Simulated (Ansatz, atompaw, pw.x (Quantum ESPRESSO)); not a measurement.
# pw.x on bcc Zr: one setting changed

Potential: PAW, atompaw 4.2.0.5, LDA (PW92); core [Ar] 3d10, reference 4s2 4p6 4d2 5s2 5p0; waves: 4s (bound): rc 1.95 bohr; 5s (bound): rc 2.35 bohr; 4p (bound): rc 1.90 bohr; 5p (bound, empty): rc 2.05 bohr; 4d (bound): rc 2.35 bohr; 4d channel at 4.1 Ry: rc 2.35 bohr; local part: bessel scheme, radius 2.10 bohr; core correction: smooth core density matched at 2.15 bohr; augmentation: sinc compensation charge, radius 2.05 bohr; PAW radius 2.35 bohr; waves and projectors: custom polynom vanderbiltortho.

The reference run (k-mesh 13³, cutoffs 45/450 Ry, Fermi–Dirac 0.01 Ry, mixing_beta 0.4, conv_thr 1e-9, no spin) gives 0.52 GPa at 21.346 Å³/atom, where all-electron LAPW gives -0.43 GPa. This run, with its own iteration cap, changes smearing to mp.

```
&control
  calculation='scf', prefix='x', pseudo_dir='./', outdir='./tmp', tstress=.true., disk_io='none'
/
&system
  ibrav=0, nat=1, ntyp=1, ecutwfc=45, ecutrho=450, nbnd=14,
  occupations='smearing', smearing='mp', degauss=0.01
/
&electrons
  conv_thr=1e-09, mixing_beta=0.4, electron_maxstep=60
/
ATOMIC_SPECIES
Zr 1.0 Zr.UPF
CELL_PARAMETERS angstrom
  -1.74750665 1.74750665 1.74750665
  1.74750665 -1.74750665 1.74750665
  1.74750665 1.74750665 -1.74750665
ATOMIC_POSITIONS crystal
Zr 0.0000 0.0000 0.0000
K_POINTS automatic
13 13 13 0 0 0
```

```bash
pw.x < Zr.scf.in > Zr.scf.out
```

Question: How does the run end?

Answer: It converges in 7 iterations; the free energy moves by +49.7 meV/atom and the pressure by -0.64 GPa. This scheme is built to cancel the term in the square of the width that Fermi–Dirac smearing leaves in the F of a metal.

```
Message from routine setup:
     using ibrav=0 with symmetry is DISCOURAGED, use correct ibrav instead
     lattice parameter (alat)  =       5.7198  a.u.
     unit-cell volume          =     144.0499 (a.u.)^3
     number of electrons       =        12.00
     number of Kohn-Sham states=           14
     kinetic-energy cutoff     =      45.0000  Ry
     charge density cutoff     =     450.0000  Ry
     scf convergence threshold =      1.0E-09
     Exchange-correlation= SLA PW NOGX NOGC
     number of k points=    84  Methfessel-Paxton smearing, width (Ry)=  0.0100
     iteration #  1     ecut=    45.00 Ry     beta= 0.40
     total energy              =    -299.27346354 Ry
     estimated scf accuracy    <       0.01016452 Ry
     iteration #  2     ecut=    45.00 Ry     beta= 0.40
     total energy              =    -299.27385132 Ry
     estimated scf accuracy    <       0.00110176 Ry
     iteration #  3     ecut=    45.00 Ry     beta= 0.40
     total energy              =    -299.27406144 Ry
     estimated scf accuracy    <       0.00003694 Ry
     iteration #  4     ecut=    45.00 Ry     beta= 0.40
     total energy              =    -299.27406490 Ry
     estimated scf accuracy    <       0.00000158 Ry
     iteration #  5     ecut=    45.00 Ry     beta= 0.40
     total energy              =    -299.27406509 Ry
     estimated scf accuracy    <       0.00000019 Ry
     iteration #  6     ecut=    45.00 Ry     beta= 0.40
     total energy              =    -299.27406510 Ry
     estimated scf accuracy    <          2.0E-09 Ry
     iteration #  7     ecut=    45.00 Ry     beta= 0.40
     the Fermi energy is    14.7438 ev
!    total energy              =    -299.27406510 Ry
     estimated scf accuracy    <          5.3E-10 Ry
     smearing contrib. (-TS)   =      -0.00008606 Ry
     The total energy is F=E-TS. E is the sum of the following terms:
     one-electron contribution =     -12.39285199 Ry
     hartree contribution      =      14.17461716 Ry
     xc contribution           =     -11.85627400 Ry
     ewald contribution        =     -79.34593970 Ry
     one-center paw contrib.   =    -209.85353052 Ry
     convergence has been achieved in   7 iterations
          total   stress  (Ry/bohr**3)                   (kbar)     P=       -1.13
     Message from routine punch:
     Nothing written, as per user request (disk_io='none')
```

The run took about 5.6 s on one core of a shared host (AMD EPYC 9R45 96-Core Processor, 96 threads, 376 GiB, load 27).
